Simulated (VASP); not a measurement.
Crystal: BP.

```
P B
1.0
     0.00000    2.26900    2.26900
     2.26900    0.00000    2.26900
     2.26900    2.26900    0.00000
P B
1 1
Direct
  0.75000 0.75000 0.75000
  0.00000 0.00000 0.00000
```

A sound run:

```yaml
Program: VASP 6.6.1
Task: dielectric tensor
Functional: LDA
Potentials_or_basis: VASP PAW LDA potentials, release 64 (P, B)
Cutoff: 800 eV
k_mesh: 12 × 12 × 12
Occupations: gaussian, width 0.01 eV
Spin: no spin polarisation
```

It gives band gap on the k mesh 1.18 eV, indirect (least direct gap 3.38 eV).

**Question.** What do these careless settings give instead: cutoff 600 eV in place of 800 eV; k mesh 8 × 8 × 8 in place of 12 × 12 × 12?

**Answer.** Band gap on the k mesh 1.22 eV, indirect (least direct gap 3.38 eV). The run converged, but these numbers show the error of the settings and aren't properties of the crystal.
